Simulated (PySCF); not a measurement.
A side-by-side comparison of computed properties.

First species: C7H10N2.
Structure used (GFN2-xTB), in Å, numbered top down from 1:
```
atom  x, y, z in Å
C1    -2.7268   -0.2464    0.5692
C2    -2.0272    0.4360   -0.6055
N3    -0.8458   -0.2748   -1.0332
C4     0.3645   -0.0764   -0.4385
C5     1.4312   -0.9591   -0.6863
C6     2.6531   -0.6938   -0.1131
C7     2.7974    0.4355    0.6880
C8     1.6900    1.2418    0.8678
N9     0.5055    1.0023    0.3312
H10   -2.0528   -0.2939    1.4208
H11   -3.0278   -1.2585    0.3034
H12   -3.6119    0.3141    0.8564
H13   -1.7033    1.4356   -0.3139
H14   -2.7073    0.5104   -1.4592
H15   -0.9971   -1.1869   -1.4369
H16    1.2792   -1.8247   -1.3146
H17    3.4901   -1.3570   -0.2807
H18    3.7386    0.6716    1.1578
H19    1.7405    2.1335    1.4800
```

Second species: Pyrrolidine, C4H9N.
Geometry (GFN2-xTB, Å), atoms numbered from 1 in this order:
```
atom  x, y, z in Å
C1    -0.218   -1.152    0.128
C2     1.114   -0.382    0.072
C3     0.684    1.102    0.036
N4    -0.674    1.129   -0.482
C5    -1.291   -0.041    0.121
H6    -0.331   -1.794   -0.746
H7    -0.297   -1.775    1.017
H8     1.672   -0.638   -0.828
H9     1.747   -0.590    0.933
H10    0.655    1.507    1.051
H11    1.345    1.725   -0.567
H12   -0.649    1.011   -1.492
H13   -2.198   -0.324   -0.413
H14   -1.560    0.224    1.147
```

Levels: PBE0/pcSseg-1 for dipole moment, HOMO energy, LUMO energy and HOMO–LUMO gap; GFN2-xTB for rotational constant A and rotational constant C. Geometries: GFN2-xTB. Each structure is a single optimised conformer of the isolated species, non-relativistic unless stated. Electronic properties by PySCF.

The conformers computed, where there is a choice (atom-mapped SMILES and torsion angles):
- `[CH3:1][CH2:2][NH:3][c:4]1[cH:5][cH:6][cH:7][cH:8][n:9]1`: C1–C2–N3–C4 -85°, C2–N3–C4–C5 167°

| property | column X | column Y |
| --- | --- | --- |
| dipole moment | 1.29 D | 1.86 D |
| HOMO energy | -6.52 eV | -5.92 eV |
| LUMO energy | 1.21 eV | -0.39 eV |
| HOMO–LUMO gap | 7.73 eV | 5.53 eV |
| rotational constant A | 6.960 GHz | 4.001 GHz |
| rotational constant C | 3.956 GHz | 0.919 GHz |

Which column belongs to which species?

Column X is the second species and column Y the first. The first has 19 atoms and 66 electrons, the second 14 and 40.

How does each property change from the first species to the second?

dipole moment -0.57 D; HOMO energy -0.60 eV; LUMO energy +1.60 eV; HOMO–LUMO gap +2.20 eV; rotational constant A +2.959 GHz; rotational constant C +3.037 GHz.

On the first: A dipole of 1.86 D is allowed in C1, and pure rotational transitions are dipole-allowed. The dipole matches unit charges of opposite sign 0.39 Å apart (1 e·Å = 4.8032 D).

On the second: The dipole equals about 4.3 × 10⁻³⁰ C·m (1 D = 3.33564 × 10⁻³⁰ C·m).
